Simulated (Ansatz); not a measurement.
A plane-wave DFT run in Ansatz 0.2.0 (scalar-relativistic PAW potentials unless the input names others): input and command.

```yaml
crystal:
  lattice:
    - [0.0, 2.9916, 2.5484]
    - [2.9916, 0.0, 2.5484]
    - [2.9916, 2.9916, 0.0]
  atoms:
    - { symbol: Be, position: [0.0, 0.0, 0.0] }
    - { symbol: Te, position: [0.75, 0.75, 0.75] }
basis:
  ecutwfc: 420
kpoints:
  mp_grid: { grid: [8, 8, 8] }
hamiltonian:
  xc: lda
scf:
  occupations: { method: gaussian, width: 0.05 }
  convergence: { dr2_threshold: 1.0e-06 }
output:
  forces: true
  eigenvalues: true
  stress: true
```

```bash
ansatz run input.yaml --threads 1 --pin off --max-ram 1228MiB --backend cpu --events-out ev --progress --plain --runs-dir out
```

Abridged log:
```
Warning: scf.convergence.dr2_threshold = 1e-6 eV is looser than this run's default, which is 1e-7 eV or tighter. The error in the forces grows as the threshold's square root, so leave the key out unless less accurate forces are enough
Warning: output.stress: scf.convergence.dr2_threshold = 1e-6 eV is looser than the 2e-10 eV advised for a printed stress (1e-10 eV for each atom of the cell: 2). ...
Basis set: ecut = 420 eV, 869 PW (Γ)
Bands: 13, of which v1, the nominal top of the filled ones, is band 9 counted from 1 (8 counted from 0)
Symmetry: 8 space group operations
k-points: 59 of 512 (time reversal used)
SCF iter   1: F=—  HF=-6916.002145 eV  |F-HF|=—  |Δ(HF+E_count)|=         —  Δρ=5.08e-3  dr2=9.96e-3  ethr=1.77e-3  ⟨swp⟩=6.5  Hψ=4938  notcnv=0
SCF iter   2: F=—  HF=-6915.999067 eV  |F-HF|=—  |Δ(HF+E_count)|=   3.08e-3  Δρ=1.83e-3  dr2=6.99e-4  ethr=5.53e-5  ⟨swp⟩=2.0  Hψ=1483  notcnv=0
SCF iter   3: F=—  HF=-6915.998757 eV  |F-HF|=—  |Δ(HF+E_count)|=   3.10e-4  Δρ=7.56e-4  dr2=1.14e-4  ethr=3.88e-6  ⟨swp⟩=2.0  Hψ=1297  notcnv=0
SCF iter   4: F=—  HF=-6915.998742 eV  |F-HF|=—  |Δ(HF+E_count)|=   1.55e-5  Δρ=1.29e-4  dr2=4.00e-6  ethr=6.33e-7  ⟨swp⟩=1.9  Hψ=980  notcnv=0
SCF iter   5: F=-6915.998742 eV  HF=-6915.998742 eV  |F-HF|=3.62e-8  |Δ(HF+E_count)|=   1.31e-7  Δρ=1.26e-5  dr2=8.20e-8  ethr=2.22e-8  ⟨swp⟩=2.1  Hψ=1245  notcnv=0
SCF iter   6: F=-6915.998742 eV  HF=-6915.998742 eV  |F-HF|=1.36e-11  |Δ(HF+E_count)|=   1.17e-8  Δρ=9.92e-7  dr2=3.21e-10  ethr=4.55e-10  ⟨swp⟩=3.2  Hψ=3339  notcnv=0
SCF 1 converged in 6 iterations: F = -6915.998742 eV  dr2 = 3.21e-10
SCF converged after 6 iterations
Free energy (F): -6915.998742 eV
Harris-Foulkes:  -6915.998742 eV  (|F-HF|=1.36e-11)
Internal energy: -6915.998742 eV  (E = F + TS)
E sigma→0 (E₀):  -6915.998742 eV
Fermi energy:    7.780739 eV
--- Forces (eV/Å), atoms counted from 1 ---
  atom   1  Be     0.00000000     0.00000000     0.00000000
  atom   2  Te     0.00000000     0.00000000     0.00000000
--- Stress (GPa, compression-positive) ---
       -6.117304       0.000000       0.000000
        0.000000      -6.117304       0.000000
        0.000000       0.000000       1.004876
  P = ⅓ Tr σ = -3.7432 GPa (-37.432 kbar)
```

Apart from outputs and empty bands, the input differs from a reference run on usual settings in scf.convergence.dr2_threshold: not typed → 1e-06. The reference, at the same geometry (not necessarily relaxed), gave pressure -3.74 GPa, largest force 0.000 eV/Å, gap on the mesh 0.98 eV. This run converged in 6 SCF iterations (reference: 6) with an energy at zero smearing within 0.01 meV/atom of the reference's, pressure -3.74 GPa, largest force 0.000 eV/Å, gap on the mesh 0.98 eV.